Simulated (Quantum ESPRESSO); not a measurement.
# Collinear magnetic orders of CrO2 with Quantum ESPRESSO, part 2 of 2

Aim: find out which collinear order of CrO2 costs least.

Quantum ESPRESSO 7.5; PBE with U = 2.1 eV on Cr d (ortho-atomic projectors); plane waves with GBRV 1.5 PBE potentials, no spin-orbit coupling.

So far, absolute magnetization (μB): step 2 (start 1: ferro ++) 5.80.

## Step 3: Run 2 (antiferro +−)

Contents of pw.in:

```
&CONTROL
  calculation = 'scf'
  prefix = 'pwscf'
  outdir = './tmp'
  pseudo_dir = './pseudo'
  disk_io = 'nowf'
  tprnfor = .true.
  tstress = .true.
/
&SYSTEM
  ibrav = 0
  celldm(1) = 8
  nat = 6
  ntyp = 3
  ecutwfc = 40
  ecutrho = 280
  nbnd = 36
  occupations = 'smearing'
  smearing = 'fd'
  degauss = 0.00999582
  nspin = 2
  starting_magnetization(1) = 0.2143
  starting_magnetization(2) = -0.2143
  starting_magnetization(3) = 0
/
&ELECTRONS
  conv_thr = 1.2d-08
  electron_maxstep = 150
  mixing_beta = 0.3
/
ATOMIC_SPECIES
Cr1    51.9961 cr_pbe_v1.5.uspp.F.UPF
Cr2    51.9961 cr_pbe_v1.5.uspp.F.UPF
O      15.9990 o_pbe_v1.2.uspp.F.UPF
CELL_PARAMETERS alat
   1.0506997738550    0.0000000000000    0.0000000000000
   0.0000000000000    1.0698767145913    0.0000000000000
   0.0000000000000    0.0000000000000    0.7053317722490
ATOMIC_POSITIONS crystal
Cr1     0.5000000000    0.5000000000    0.5000000000
Cr2     0.0000000000    0.0000000000    0.0000000000
O       0.7929690000    0.1898170000    0.5000000000
O       0.2070310000    0.8101830000    0.5000000000
O       0.7070310000    0.6898170000    0.0000000000
O       0.2929690000    0.3101830000    0.0000000000
K_POINTS automatic
8 8 8 0 0 0
HUBBARD {ortho-atomic}
U Cr1-3d 2.1000
U Cr2-3d 2.1000
```

On the command line:

```bash
OMP_NUM_THREADS=1 mpirun -n 2 pw.x -nk 2 -in pw.in > pw.out
```

Log:

```text
[banner, memory and clock lines left out]
Program PWSCF v.7.5 starts

     Message from routine setup:
     using ibrav=0 with symmetry is DISCOURAGED, use correct ibrav instead

     bravais-lattice index     =            0
     lattice parameter (alat)  =       8.0000  a.u.
     unit-cell volume          =     405.9530 (a.u.)^3
     number of atoms/cell      =            6
     number of atomic types    =            3
     number of electrons       =        52.00
     number of Kohn-Sham states=           36
     kinetic-energy cutoff     =      40.0000  Ry
     charge density cutoff     =     280.0000  Ry
     scf convergence threshold =      1.2E-08
     mixing beta               =       0.3000
     number of iterations used =            8  plain     mixing
     Exchange-correlation= SLA  PW   PBE  PBE
                           (   1   4   3   4   0   0   0)
     Hubbard projectors: ortho-atomic
     Hubbard parameters of DFT+U (Dudarev formulation) in eV:
     U(Cr1-3d) =  2.1000
     U(Cr2-3d) =  2.1000

     Internal variables: lda_plus_u =T, lda_plus_u_kind = 0

     Internal variables: orbital_resolved =F, hub_pot_fix =F, apply_U = F

     celldm(1)=   8.000000  celldm(2)=   0.000000  celldm(3)=   0.000000
     celldm(4)=   0.000000  celldm(5)=   0.000000  celldm(6)=   0.000000

     crystal axes: (cart. coord. in units of alat)
               a(1) = (   1.050700   0.000000   0.000000 )
               a(2) = (   0.000000   1.069877   0.000000 )
               a(3) = (   0.000000   0.000000   0.705332 )

     reciprocal axes: (cart. coord. in units 2 pi/alat)
               b(1) = (  0.951747  0.000000  0.000000 )
               b(2) = (  0.000000  0.934687  0.000000 )
               b(3) = (  0.000000  0.000000  1.417773 )

     PseudoPot. # 1 for Cr read from file:
     cr_pbe_v1.5.uspp.F.UPF
     Pseudo is Ultrasoft + core correction, Zval = 14.0

     PseudoPot. # 2 for Cr read from file:
     cr_pbe_v1.5.uspp.F.UPF
     Pseudo is Ultrasoft + core correction, Zval = 14.0

     PseudoPot. # 3 for O  read from file:
     o_pbe_v1.2.uspp.F.UPF
     Pseudo is Ultrasoft + core correction, Zval =  6.0

     atomic species   valence    mass     pseudopotential
     Cr1              14.00    51.99610     Cr( 1.00)
     Cr2              14.00    51.99610     Cr( 1.00)
     O                 6.00    15.99900     O ( 1.00)

     Starting magnetic structure
     atomic species   magnetization
     Cr1             0.214
     Cr2            -0.214
     O               0.000

      4 Sym. Ops., with inversion, found

   Cartesian axes

     site n.     atom                  positions (alat units)
         1        Cr1    tau(   1) = (   0.5253499   0.5349384   0.3526659  )
         2        Cr2    tau(   2) = (   0.0000000   0.0000000   0.0000000  )
         3        O      tau(   3) = (   0.8331723   0.2030808   0.3526659  )
         4        O      tau(   4) = (   0.2175274   0.8667959   0.3526659  )
         5        O      tau(   5) = (   0.7428773   0.7380191   0.0000000  )
         6        O      tau(   6) = (   0.3078225   0.3318576   0.0000000  )

     number of k points=   170  Fermi-Dirac smearing, width (Ry)=  0.0100

     Number of k-points >= 100: set verbosity='high' to print them.

     Dense  grid:    32071 G-vectors     FFT dimensions: (  45,  45,  32)

     Smooth grid:    13929 G-vectors     FFT dimensions: (  36,  36,  24)

     Check: negative core charge=   -0.000007
     Generating pointlists ...
     new r_m :   0.1867 (alat units)  1.4937 (a.u.) for type    1
     new r_m :   0.1867 (alat units)  1.4937 (a.u.) for type    2
     new r_m :   0.1867 (alat units)  1.4937 (a.u.) for type    3

     Initial potential from superposition of free atoms

     starting charge      50.0000, renormalised to      52.0000

     negative rho (up, down):  8.162E-04 1.266E-03

     STARTING HUBBARD OCCUPATIONS:

     =================== HUBBARD OCCUPATIONS ===================
     ------------------------ ATOM    1 ------------------------
     Tr[ns(  1)] (up, down, total) =   3.40000  0.00000  3.40000
     Atomic magnetic moment for atom   1 =   3.40000
     [... lines left out ...]
     ------------------------ ATOM    2 ------------------------
     Tr[ns(  2)] (up, down, total) =   0.00000  3.40000  3.40000
     Atomic magnetic moment for atom   2 =  -3.40000
     [... lines left out ...]
     Number of occupied Hubbard levels =    6.8000

     Atomic wfc used for Hubbard projectors are orthogonalized

     Starting wfcs are   36 randomized atomic wfcs

     Self-consistent Calculation

     iteration #  1     ecut=    40.00 Ry     beta= 0.30
     Davidson diagonalization with overlap
     ethr =  1.00E-02,  avg # of iterations =  5.5

     =================== HUBBARD OCCUPATIONS ===================
     ------------------------ ATOM    1 ------------------------
     Tr[ns(  1)] (up, down, total) =   2.44075  0.41400  2.85475
     Atomic magnetic moment for atom   1 =   2.02676
     [... lines left out ...]
     ------------------------ ATOM    2 ------------------------
     Tr[ns(  2)] (up, down, total) =   0.41399  2.44082  2.85481
     Atomic magnetic moment for atom   2 =  -2.02683
     [... lines left out ...]
     Number of occupied Hubbard levels =    5.7096

     negative rho (up, down):  1.311E-03 2.079E-03

     total energy              =    -479.28805344 Ry
     estimated scf accuracy    <       3.67207518 Ry

     total magnetization       =    -0.00 Bohr mag/cell
     absolute magnetization    =     4.23 Bohr mag/cell

     iteration #  2     ecut=    40.00 Ry     beta= 0.30
     Davidson diagonalization with overlap
     ethr =  7.06E-03,  avg # of iterations =  2.0

     negative rho (up, down):  1.425E-03 2.079E-03

     total energy              =    -479.83262418 Ry
     estimated scf accuracy    <       1.76633358 Ry

     total magnetization       =     0.00 Bohr mag/cell
     absolute magnetization    =     5.34 Bohr mag/cell

     [... further iterations left out ...]

     iteration # 18     ecut=    40.00 Ry     beta= 0.30
     Davidson diagonalization with overlap
     ethr =  1.14E-10,  avg # of iterations =  2.0

     negative rho (up, down):  2.529E-03 3.780E-03

     total energy              =    -480.16845345 Ry
     estimated scf accuracy    <       0.00000002 Ry

     total magnetization       =    -0.00 Bohr mag/cell
     absolute magnetization    =     4.56 Bohr mag/cell

     iteration # 19     ecut=    40.00 Ry     beta= 0.30
     Davidson diagonalization with overlap
     ethr =  2.97E-11,  avg # of iterations =  2.0

     negative rho (up, down):  2.529E-03 3.780E-03

     Magnetic moment per site  (integrated on atomic sphere of radius R)
     atom   1 (R=0.187)  charge= 10.6105  magn=  1.7885
     atom   2 (R=0.187)  charge= 10.6082  magn= -1.7886
     atom   3 (R=0.187)  charge=  5.2840  magn=  0.0224
     atom   4 (R=0.187)  charge=  5.2840  magn=  0.0224
     atom   5 (R=0.187)  charge=  5.2828  magn= -0.0223
     atom   6 (R=0.187)  charge=  5.2828  magn= -0.0223

     End of self-consistent calculation

     =================== HUBBARD OCCUPATIONS ===================
     ------------------------ ATOM    1 ------------------------
     Tr[ns(  1)] (up, down, total) =   3.10847  0.92080  4.02927
     Atomic magnetic moment for atom   1 =   2.18766
     [... lines left out ...]
     ------------------------ ATOM    2 ------------------------
     Tr[ns(  2)] (up, down, total) =   0.92047  3.10888  4.02935
     Atomic magnetic moment for atom   2 =  -2.18842
     [... lines left out ...]
     Number of occupied Hubbard levels =    8.0586

     Number of k-points >= 100: set verbosity='high' to print the bands.

     the Fermi energy is     9.4164 ev

!    total energy              =    -480.16845364 Ry
     estimated scf accuracy    <          3.4E-09 Ry
     smearing contrib. (-TS)   =      -0.01059620 Ry
     internal energy E=F+TS    =    -480.15785744 Ry

     The total energy is F=E-TS. E is the sum of the following terms:
     one-electron contribution =    -210.75443133 Ry
     hartree contribution      =     130.23842855 Ry
     xc contribution           =     -73.79754275 Ry
     ewald contribution        =    -326.07954671 Ry
     Hubbard energy            =       0.23523481 Ry

     total magnetization       =    -0.00 Bohr mag/cell
     absolute magnetization    =     4.56 Bohr mag/cell

     convergence has been achieved in  19 iterations

     negative rho (up, down):  2.529E-03 3.780E-03

     Forces acting on atoms (cartesian axes, Ry/au):

     atom    1 type  1   force =     0.00000000    0.00000000    0.00000000
     atom    2 type  2   force =     0.00000000    0.00000000    0.00000000
     atom    3 type  3   force =     0.00387651   -0.00047422    0.00000000
     atom    4 type  3   force =    -0.00387651    0.00047422   -0.00000000
     atom    5 type  3   force =    -0.00391371   -0.00051182    0.00000000
     atom    6 type  3   force =     0.00391371    0.00051182    0.00000000

     Total force =     0.007853     Total SCF correction =     0.000080

     Computing stress (Cartesian axis) and pressure

     negative rho (up, down):  2.529E-03 3.780E-03
          total   stress  (Ry/bohr**3)                   (kbar)     P=      -59.31
  -0.00032009   0.00000019   0.00000000          -47.09        0.03        0.00
   0.00000019  -0.00036521   0.00000000            0.03      -53.72        0.00
   0.00000000   0.00000000  -0.00052424            0.00        0.00      -77.12
```

Elapsed: 5 min, on 2 MPI ranks of Arm Neoverse V2, shared host; peak memory 0.7 GiB.

Spin moment in the atom's sphere by atom:

| atom | spin moment in the atom's sphere (μB) |
| --- | --- |
| Cr1 | 1.79 |
| Cr2 | -1.79 |
| O3 | 0.02 |
| O4 | 0.02 |
| O5 | -0.02 |
| O6 | -0.02 |

This step gave:

* smearing term TS: 0.1442 eV
* pressure: -5.931 GPa
* magnetization: 0 μB
* absolute magnetization: 4.557 μB
* final state: antiferromagnetic

## Step 4: Start 3: no spin polarisation

Changes to pw.in since step 3:

```diff
@@ -13,3 +13,3 @@
   nat = 6
-  ntyp = 3
+  ntyp = 2
   ecutwfc = 40
@@ -20,6 +20,2 @@
   degauss = 0.00999582
-  nspin = 2
-  starting_magnetization(1) = 0.2143
-  starting_magnetization(2) = -0.2143
-  starting_magnetization(3) = 0
 /
@@ -31,4 +27,3 @@
 ATOMIC_SPECIES
-Cr1    51.9961 cr_pbe_v1.5.uspp.F.UPF
-Cr2    51.9961 cr_pbe_v1.5.uspp.F.UPF
+Cr     51.9961 cr_pbe_v1.5.uspp.F.UPF
 O      15.9990 o_pbe_v1.2.uspp.F.UPF
@@ -39,4 +34,4 @@
 ATOMIC_POSITIONS crystal
-Cr1     0.5000000000    0.5000000000    0.5000000000
-Cr2     0.0000000000    0.0000000000    0.0000000000
+Cr      0.5000000000    0.5000000000    0.5000000000
+Cr      0.0000000000    0.0000000000    0.0000000000
 O       0.7929690000    0.1898170000    0.5000000000
@@ -48,3 +43,2 @@
 HUBBARD {ortho-atomic}
-U Cr1-3d 2.1000
-U Cr2-3d 2.1000
+U Cr-3d 2.1000
```

Log:

```text
     [... lines left out ...]
Program PWSCF v.7.5 starts
     [... lines left out ...]
     number of atoms/cell      =            6
     [... lines left out ...]
     number of electrons       =        52.00
     number of Kohn-Sham states=           36
     kinetic-energy cutoff     =      40.0000  Ry
     charge density cutoff     =     280.0000  Ry
     scf convergence threshold =      1.2E-08
     [... lines left out ...]
      8 Sym. Ops., with inversion, found ( 4 have fractional translation)
     [... lines left out ...]
     number of k points=   125  Fermi-Dirac smearing, width (Ry)=  0.0100
     [... lines left out ...]
     iteration # 17     ecut=    40.00 Ry     beta= 0.30
     [... lines left out ...]
     Tr[ns(  1)] =   4.11799
     [... lines left out ...]
     Tr[ns(  2)] =   4.11799
     [... lines left out ...]
     the Fermi energy is    10.0666 ev
!    total energy              =    -479.98747597 Ry
     estimated scf accuracy    <          1.2E-09 Ry
     smearing contrib. (-TS)   =      -0.03791310 Ry
     [... lines left out ...]
     convergence has been achieved in  17 iterations
     [... lines left out ...]
     Total force =     0.008532     Total SCF correction =     0.000019
     [... lines left out ...]
          total   stress  (Ry/bohr**3)                   (kbar)     P=     -143.13
     [... lines left out ...]
```

Elapsed: 1.7 min, on 2 MPI ranks; peak memory 0.41 GiB.

This step gave:

```
smearing term TS : 0.5158 eV
pressure         : -14.31 GPa
final state      : non-magnetic (no spin polarisation)
```

## Step 5: Ranking

An order is kept where moments of 0.15 μB or more survive with the typed signs; meshes match where a doubled cell samples the same k points as the first cell.

Orders:

| start | final state | typed order kept | energy over the lowest (meV a seeded atom) | largest site moment (μB) | net moment (μB a cell of the first run) | mesh matched | CPU time (s) |
| --- | --- | --- | --- | --- | --- | --- | --- |
| ferro ++ | ferromagnetic | yes | 0 | 1.987 | 4 | yes | 357.4 |
| antiferro +- | antiferromagnetic | yes | 228.5 | 1.789 | 0 | yes | 595.3 |
| no spin polarisation | non-magnetic | - | 1460 | 0 | 0 | yes | 208.2 |

## Step 6: Occupations of the corrected shells in the lowest state

Occupations of the Hubbard shells:

| block | type | shell | spin | electrons | occupation numbers |
| --- | --- | --- | --- | --- | --- |
| 1 | Cr | 3d | up | 3.254 | 0.374 0.404 0.640 0.855 0.981 |
| 1 | Cr | 3d | down | 0.7894 | 0.065 0.096 0.112 0.256 0.260 |
| 2 | Cr | 3d | up | 3.254 | 0.374 0.404 0.640 0.855 0.981 |
| 2 | Cr | 3d | down | 0.7894 | 0.065 0.096 0.112 0.256 0.260 |

## Step 7: Results

| Item | Value |
| --- | --- |
| lowest state found | ferromagnetic (from ferro ++) |
| largest site moment | 1.99 μB |
| next state with moments | antiferromagnetic, 229 meV a seeded atom higher |
| state without moments (under the same U) | 1460 meV a seeded atom higher |

**Reading.** Under a U the spinless run pays the Hubbard penalty of a partly filled shell, so its energy overstates what forming the moments gains. Only these 3 starts were compared; other wavevectors, canted and longer-period orders were not. Energies are free energies at an electronic temperature of 1580 K, which lowers moments and differences where the moments are itinerant. The smearing term is large for its width, so states at the Fermi level are partly filled: at this level the cell is a metal or has a gap of a few widths at most.

[Logs and program files are shortened in this print: banners, set-up blocks, solver, clock and traceback lines can be left out without a mark of their own.]

[Logs are printed without paths, hosts, clocks, repeated set-up lines and the standing remarks that a program may print on its own settings, such as how far it seeks lower states.]

[Hosts, paths, dates, database ids (printed as entryN), source tags and the programs' standing remarks are cut or masked in the printed files.]

[Where a cell is said to come from a database of computed structures, the database is the Materials Project.]
